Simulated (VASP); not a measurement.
# CuI: how numerical settings change the zone-centre modes, part 2 of 2

Aim: test the modes of CuI against the numerical settings. The starting structure is a measured crystal structure from the Crystallography Open Database.

VASP 6.6.1.

Results so far: reference T2 156.7 cm⁻¹.

The database entry behind the starting cell differs from later determinations by our own check (about 0.4 % short), so it need not match the best structure at ambient conditions.

### Step 3. Modes with a 5×5×5 mesh

Level of this step: LDA; plane waves and PAW (I, Cu) (VASP).

Against step 2 the input has a 5×5×5 mesh.

INCAR reads:

```
SYSTEM = CuI
PREC = Accurate
ENCUT = 450
EDIFF = 1E-08
NELM = 100
ISMEAR = 0
SIGMA = 0.03
LREAL = .FALSE.
ALGO = Normal
GGA = CA
NBANDS = 15
LASPH = .TRUE.
LORBIT = 11
LWAVE = .FALSE.
LCHARG = .FALSE.
KPAR = 4
IBRION = 8
LEPSILON = .TRUE.
LPEAD = .TRUE.
ISIF = 2
```

POSCAR reads:

```
CuI
1.0
    0.0000000000      2.9305107775      2.9305107775
    2.9305107775      0.0000000000      2.9305107775
    2.9305107775      2.9305107775      0.0000000000
I Cu
1 1
Direct
    0.0000000000      0.0000000000      0.0000000000
    0.7500000000      0.7500000000      0.7500000000
```

KPOINTS reads:

```
Automatic mesh
0
Gamma
5 5 5
0 0 0
```

PAW data sets: I and Cu (LDA family, release 64).

Started as:

```sh
> mpirun -np 4 vasp_std
```

The log of the run:

```text
[... set-up lines as in an earlier step ...]
 entering main loop
       N       E                     dE             d eps       ncg     rms          rms(c)
DAV:   1     0.932385058743E+02    0.93239E+02   -0.70400E+03   300   0.121E+03
DAV:   2    -0.102424704820E+01   -0.94263E+02   -0.87739E+02   314   0.241E+02
DAV:   3    -0.712696721289E+01   -0.61027E+01   -0.60023E+01   377   0.642E+01
DAV:   4    -0.730633483130E+01   -0.17937E+00   -0.17929E+00   370   0.106E+01
[...]
DAV:  15    -0.698323261323E+01    0.13820E-07   -0.70170E-07   471   0.998E-03    0.630E-03
DAV:  16    -0.698323257074E+01    0.42481E-07   -0.10617E-07   414   0.118E-02    0.171E-03
DAV:  17    -0.698323256771E+01    0.30350E-08   -0.16963E-08   213   0.197E-03
   1 F= -.69832326E+01 E0= -.69832326E+01  d E =-.718968E-24
 Linear response reoptimize wavefunctions to high precision
DAV:   1    -0.698323256725E+01    0.45861E-09   -0.89485E-09   375   0.245E-03
DAV:   2    -0.698323256729E+01   -0.38881E-10   -0.44916E-10   192   0.146E-04
 Linear response to external field (no local field effect), progress :
[...]
RMM:  15    -0.780009582000E-01   -0.19627E-08   -0.41625E-08  1477   0.505E-05    0.209E-06
 first order change of Fermi-energy   0.34079E-03
 force on displaced ion       1 direction 1 :  -3.778   0.000   0.000
 Born effective charge ion    1 direction 1 :  -0.950   0.000   0.000
 Linear response progress:
  Degree of freedom:   2/  2
       N       E                     dE             d eps       ncg     rms          rms(c)
RMM:   1    -0.246746421308E+00   -0.24675E+00   -0.12599E-01  1142   0.512E+00
RMM:   2    -0.246971589242E+00   -0.22517E-03   -0.89082E-03  1113   0.110E+00    0.829E-02
RMM:   3    -0.247332510495E+00   -0.36092E-03   -0.10954E-03  1259   0.267E-01    0.521E-02
RMM:   4    -0.247683732199E+00   -0.35122E-03   -0.10626E-04  1349   0.802E-02    0.596E-03
[...]
RMM:   9    -0.247655253318E+00    0.41575E-06    0.85811E-09  1315   0.471E-04    0.133E-04
RMM:  10    -0.247655224064E+00    0.29254E-07    0.67087E-09  1399   0.196E-04    0.260E-05
RMM:  11    -0.247655221425E+00    0.26396E-08    0.12043E-08  1404   0.100E-04    0.827E-06
 first order change of Fermi-energy  -0.48170E-04
 force on displaced ion       2 direction 1 :  -3.826  -0.000  -0.000
 Born effective charge ion    2 direction 1 :   0.949   0.000   0.000
 Born effective charges drift removed
 Linear response finished
```

Wall time 48 s (4 MPI ranks of AMD EPYC 9R14 (Zen 4), shared host); peak memory 0.75 GiB.

From OUTCAR (step 3):

```text
  Total        0.0268336      0.0268336      0.0268336      0.0000000      0.0000000      0.0000000
  in kB        0.8541400      0.8541400      0.8541400      0.0000000      0.0000000      0.0000000
  external PRESSURE =       0.8541400 kB  Pullay stress =       0.0000000 kB

 POSITION                                       TOTAL-FORCE (eV/Angst)
 -----------------------------------------------------------------------------------
      0.00000      0.00000      0.00000         0.000000      0.000000      0.000000
      4.39577      4.39577      4.39577        -0.000000     -0.000000     -0.000000
 -----------------------------------------------------------------------------------
    total drift:                               -0.000000     -0.000000     -0.000000

 MACROSCOPIC STATIC DIELECTRIC TENSOR (including local field effects in DFT)
 ------------------------------------------------------
           6.382470     0.000000    -0.000000
           0.000000     6.382470     0.000000
          -0.000000     0.000000     6.382470
 ------------------------------------------------------

 MACROSCOPIC STATIC DIELECTRIC TENSOR IONIC CONTRIBUTION
 ------------------------------------------------------
           0.853394    -0.000000    -0.000000
          -0.000000     0.853394    -0.000000
          -0.000000    -0.000000     0.853394
 ------------------------------------------------------

[... 1 part as in an earlier step ...]

[... 1 further part left out ...]
```

With a 5×5×5 mesh the mode is T2 156.4 cm⁻¹, -0.3 cm⁻¹ from the reference.

### Step 4. Modes with a cutoff of 300 eV

Against step 2 the input has ENCUT = 300.

Changes to INCAR since step 3:

```diff
@@ -2,3 +2,3 @@
 PREC = Accurate
-ENCUT = 450
+ENCUT = 300
 EDIFF = 1E-08
```

POSCAR is that of step 3.

KPOINTS reads:

```
Automatic mesh
0
Gamma
10 10 10
0 0 0
```

Started as:

```sh
> mpirun -np 4 vasp_std
```

The log of the run:

```text
[... set-up lines as in an earlier step ...]
 entering main loop
       N       E                     dE             d eps       ncg     rms          rms(c)
DAV:   1     0.759118037500E+02    0.75912E+02   -0.54222E+03  1410   0.839E+02
DAV:   2    -0.335950297189E+01   -0.79271E+02   -0.72789E+02  1494   0.198E+02
DAV:   3    -0.722643863189E+01   -0.38669E+01   -0.38259E+01  1893   0.481E+01
DAV:   4    -0.732609582583E+01   -0.99657E-01   -0.99627E-01  1669   0.782E+00
[...]
DAV:  15    -0.699763622136E+01    0.21769E-06   -0.10086E-06  1960   0.300E-02    0.230E-03
DAV:  16    -0.699763624609E+01   -0.24734E-07   -0.16885E-07  2185   0.385E-03    0.160E-03
DAV:  17    -0.699763624116E+01    0.49349E-08   -0.90266E-09   929   0.352E-03
   1 F= -.69976362E+01 E0= -.69976362E+01  d E =-.618099E-21
 Linear response reoptimize wavefunctions to high precision
DAV:   1    -0.699763624046E+01    0.70099E-09   -0.87389E-09  2148   0.166E-03
DAV:   2    -0.699763624054E+01   -0.79581E-10   -0.82685E-10   915   0.181E-04
 Linear response to external field (no local field effect), progress :
[...]
RMM:  14    -0.776742655144E-01    0.11158E-08    0.17020E-08  9508   0.655E-05    0.136E-05
 first order change of Fermi-energy   0.27088E-03
 force on displaced ion       1 direction 1 :  -3.800  -0.000  -0.000
 Born effective charge ion    1 direction 1 :  -0.955   0.000   0.000
 Linear response progress:
  Degree of freedom:   2/  2
       N       E                     dE             d eps       ncg     rms          rms(c)
RMM:   1    -0.247608410869E+00   -0.24761E+00   -0.12975E-01  7278   0.473E+00
RMM:   2    -0.246974218546E+00    0.63419E-03   -0.75872E-03  7039   0.989E-01    0.894E-02
RMM:   3    -0.247270376115E+00   -0.29616E-03   -0.91745E-04  8098   0.226E-01    0.510E-02
RMM:   4    -0.247559749715E+00   -0.28937E-03   -0.85214E-05  8533   0.700E-02    0.517E-03
[...]
RMM:  12    -0.247575231045E+00   -0.49068E-07    0.12348E-08  9050   0.103E-04    0.545E-06
RMM:  13    -0.247575283059E+00   -0.52014E-07    0.13051E-08  9092   0.857E-05    0.157E-05
RMM:  14    -0.247575292414E+00   -0.93553E-08    0.12377E-08  8955   0.826E-05    0.354E-06
 first order change of Fermi-energy  -0.42569E-04
 force on displaced ion       2 direction 1 :  -3.816  -0.000  -0.000
 Born effective charge ion    2 direction 1 :   0.955   0.000   0.000
 Born effective charges drift removed
 Linear response finished
```

It took 93 s on 4 MPI ranks; peak memory 1.1 GiB; 6.2 min of CPU time.

From OUTCAR (step 4):

```text
  Total       -0.1495321     -0.1495321     -0.1495321     -0.0000000      0.0000000      0.0000000
  in kB       -4.7597612     -4.7597612     -4.7597612     -0.0000000      0.0000000      0.0000000
  external PRESSURE =      -4.7597612 kB  Pullay stress =       0.0000000 kB

 POSITION                                       TOTAL-FORCE (eV/Angst)
 -----------------------------------------------------------------------------------
      0.00000      0.00000      0.00000         0.000000      0.000000      0.000000
      4.39577      4.39577      4.39577        -0.000000     -0.000000     -0.000000
 -----------------------------------------------------------------------------------
    total drift:                               -0.000003     -0.000003     -0.000003

 MACROSCOPIC STATIC DIELECTRIC TENSOR (including local field effects in DFT)
 ------------------------------------------------------
           6.684338    -0.000000    -0.000000
           0.000000     6.684338     0.000000
           0.000000     0.000000     6.684338
 ------------------------------------------------------

 MACROSCOPIC STATIC DIELECTRIC TENSOR IONIC CONTRIBUTION
 ------------------------------------------------------
           0.861287     0.000000    -0.000000
           0.000000     0.861287    -0.000000
          -0.000000    -0.000000     0.861287
 ------------------------------------------------------

[... 1 part as in an earlier step ...]

[... 1 further part left out ...]
```

With a cutoff of 300 eV the mode is T2 156.4 cm⁻¹, -0.3 cm⁻¹ from the reference.

### Step 5. Modes with a 12×12×12 mesh

Against step 2 the input has a 12×12×12 mesh.

Changes to INCAR since step 4:

```diff
@@ -2,3 +2,3 @@
 PREC = Accurate
-ENCUT = 300
+ENCUT = 450
 EDIFF = 1E-08
```

POSCAR is that of step 4.

KPOINTS reads:

```
Automatic mesh
0
Gamma
12 12 12
0 0 0
```

Started as:

```sh
> mpirun -np 4 vasp_std
```

The log of the run:

```text
[... set-up lines as in an earlier step ...]
 entering main loop
       N       E                     dE             d eps       ncg     rms          rms(c)
DAV:   1     0.890994770515E+02    0.89099E+02   -0.68937E+03  2160   0.116E+03
DAV:   2    -0.171318581559E+01   -0.90813E+02   -0.83493E+02  2244   0.231E+02
DAV:   3    -0.717381760040E+01   -0.54606E+01   -0.53813E+01  2909   0.611E+01
DAV:   4    -0.732236451457E+01   -0.14855E+00   -0.14849E+00  2473   0.960E+00
[...]
DAV:  15    -0.699624754220E+01    0.20974E-06   -0.10329E-06  3110   0.314E-02    0.154E-03
DAV:  16    -0.699624756147E+01   -0.19262E-07   -0.14183E-07  3282   0.400E-03    0.156E-03
DAV:  17    -0.699624755411E+01    0.73603E-08   -0.10909E-08  1518   0.406E-03
   1 F= -.69962476E+01 E0= -.69962476E+01  d E =-.189828E-12
 Linear response reoptimize wavefunctions to high precision
DAV:   1    -0.699624755381E+01    0.29377E-09   -0.79483E-09  3203   0.146E-03
DAV:   2    -0.699624755386E+01   -0.50022E-10   -0.59732E-10  1444   0.164E-04
 Linear response to external field (no local field effect), progress :
[...]
RMM:  15    -0.779226479361E-01   -0.25981E-08   -0.69971E-08 14062   0.437E-05    0.237E-06
 first order change of Fermi-energy   0.13741E-03
 force on displaced ion       1 direction 1 :  -3.791   0.000   0.000
 Born effective charge ion    1 direction 1 :  -0.955   0.000   0.000
 Linear response progress:
  Degree of freedom:   2/  2
       N       E                     dE             d eps       ncg     rms          rms(c)
RMM:   1    -0.246917159651E+00   -0.24692E+00   -0.12768E-01 11916   0.512E+00
RMM:   2    -0.246962496295E+00   -0.45337E-04   -0.83325E-03 11615   0.108E+00    0.868E-02
RMM:   3    -0.247314220719E+00   -0.35172E-03   -0.10722E-03 13217   0.261E-01    0.517E-02
RMM:   4    -0.247638295212E+00   -0.32407E-03   -0.10059E-04 13969   0.791E-02    0.499E-03
[...]
RMM:  12    -0.247630251532E+00   -0.80503E-07    0.30345E-10 14113   0.658E-05    0.128E-05
RMM:  13    -0.247630281833E+00   -0.30302E-07    0.38647E-10 14359   0.541E-05    0.111E-05
RMM:  14    -0.247630275683E+00    0.61507E-08    0.57003E-10 14465   0.499E-05    0.534E-06
 first order change of Fermi-energy   0.90166E-04
 force on displaced ion       2 direction 1 :  -3.838  -0.000  -0.000
 Born effective charge ion    2 direction 1 :   0.955   0.000   0.000
 Born effective charges drift removed
 Linear response finished
```

The job ended after 4.6 min (4 MPI ranks; peak memory 2.4 GiB; 18 min of CPU time).

Parts of OUTCAR (step 5):

```text
  Total       -0.0054447     -0.0054447     -0.0054447      0.0000000     -0.0000000      0.0000000
  in kB       -0.1733095     -0.1733095     -0.1733095      0.0000000     -0.0000000      0.0000000
  external PRESSURE =      -0.1733095 kB  Pullay stress =       0.0000000 kB

 MACROSCOPIC STATIC DIELECTRIC TENSOR (including local field effects in DFT)
 ------------------------------------------------------
           6.702555    -0.000000     0.000000
           0.000000     6.702555     0.000000
          -0.000000    -0.000000     6.702555
 ------------------------------------------------------

 MACROSCOPIC STATIC DIELECTRIC TENSOR IONIC CONTRIBUTION
 ------------------------------------------------------
           0.859441    -0.000000    -0.000000
          -0.000000     0.859441    -0.000000
          -0.000000    -0.000000     0.859441
 ------------------------------------------------------

[... 2 parts as in an earlier step ...]

[... 1 further part left out ...]
```

With a 12×12×12 mesh the mode is T2 156.7 cm⁻¹, as with the reference.

### Step 6. Modes with finite displacements

Against step 2 the input has IBRION = 6, NFREE = 2, POTIM = 0.015, no LEPSILON and no LPEAD (also changed: NSW).

Changes to INCAR since step 5:

```diff
@@ -16,5 +16,6 @@
 KPAR = 4
-IBRION = 8
-LEPSILON = .TRUE.
-LPEAD = .TRUE.
+IBRION = 6
+NFREE = 2
+POTIM = 0.015
+NSW = 1
 ISIF = 2
```

POSCAR is that of step 5.

KPOINTS reads:

```
Automatic mesh
0
Gamma
10 10 10
0 0 0
```

Started as:

```sh
> mpirun -np 4 vasp_std
```

The log of the run:

```text
[... set-up lines as in an earlier step ...]
 entering main loop
       N       E                     dE             d eps       ncg     rms          rms(c)
[... 18 cycles as in an earlier step ...]
   1 F= -.69962411E+01 E0= -.69962411E+01  d E =-.800098E-21
[...]
2 F= -.69958149E+01 E0= -.69958149E+01  d E =-.744800E-21
[...]
3 F= -.69958149E+01 E0= -.69958149E+01  d E =-.758112E-21
[...]
4 F= -.69958155E+01 E0= -.69958155E+01  d E =-.765745E-21
[...]
5 F= -.69958155E+01 E0= -.69958155E+01  d E =-.764419E-21
 Finite differences progress:
  Degree of freedom:   2/  2
  Displacement:        2/  2
  Total:               4/  4
```

Run time: 60 s. Hardware: 4 MPI ranks; peak memory 1.1 GiB; 3.7 min of CPU time.

Parts of OUTCAR (step 6):

```text
  Total       -0.0041523     -0.0027671     -0.0027671      0.0000000     -0.0783323      0.0000000
  in kB       -0.1321707     -0.0880799     -0.0880799      0.0000000     -2.4933971      0.0000000
  external PRESSURE =      -0.1027768 kB  Pullay stress =       0.0000000 kB

 POSITION                                       TOTAL-FORCE (eV/Angst)
 -----------------------------------------------------------------------------------
      0.00000      0.00000      0.00000        -0.056613      0.000000      0.000000
      4.38077      4.39577      4.39577         0.056613      0.000000      0.000000
 -----------------------------------------------------------------------------------
    total drift:                               -0.000648     -0.000002     -0.000002

  FREE ENERGIE OF THE ION-ELECTRON SYSTEM (eV)
  ---------------------------------------------------
  free  energy   TOTEN  =        -6.9958154557 eV

  energy  without entropy=       -6.9958154557  energy(sigma->0) =       -6.99581546

[... 2 parts as in an earlier step ...]

[... 1 further part left out ...]
[key lines of the parts left out:]
E-fermi :   5.5380
```

The last energy, forces and stress in OUTCAR belong to the last displaced cell, not to that of POSCAR.

With finite displacements the mode is T2 155.8 cm⁻¹, -0.9 cm⁻¹ from the reference.

### Step 7. Comparison

```csv
run,T2,method,core minutes
reference,156.7,perturbation theory,15.7
a 5×5×5 mesh,156.4,perturbation theory,3.2
a cutoff of 300 eV,156.4,perturbation theory,6.2
a 12×12×12 mesh,156.7,perturbation theory,18.3
finite displacements,155.8,finite displacements,4.0
```

Modes are in cm⁻¹, degenerate ones as one, matched between runs by symmetry and order. A number in brackets counts the listed modes of one symmetry from the lowest. The symmetry labels come from an automatic analysis and can be wrong where levels nearly coincide. Core minutes are wall time times ranks of the run shown, on a shared host.

### Step 8. Outcome

* T2, reference: 156.7 cm⁻¹
* T2, a 5×5×5 mesh: 156.4 cm⁻¹
* T2, a cutoff of 300 eV: 156.4 cm⁻¹
* T2, a 12×12×12 mesh: 156.7 cm⁻¹
* T2, finite displacements: 155.8 cm⁻¹

**Reading.** The largest change comes with finite displacements: -0.9 cm⁻¹ in T2. On finer settings the modes change by less than 0.1 cm⁻¹ with a 12×12×12 mesh. Other changes move the modes by more: -0.3 cm⁻¹ in T2 with a 5×5×5 mesh, -0.3 cm⁻¹ in T2 with a cutoff of 300 eV and -0.9 cm⁻¹ in T2 with finite displacements. The dielectric constants and Born charges in the logs aren't compared here; at a small gap they can be far off, and in a run without a gap they mean nothing. The frequencies are harmonic, and the splitting of polar modes by their long-range field is left out. Further runs on this material are not shown.

[Lines on the potential files, build, host, timing and source positions are cut from VASP's logs without a mark.]

[Logs are printed without paths, hosts, clocks, repeated set-up lines and the standing remarks that a program may print on its own settings, such as how far it seeks lower states.]

[Hosts, paths, dates, database ids (printed as entryN), source tags and the programs' standing remarks are cut or masked in the printed files.]
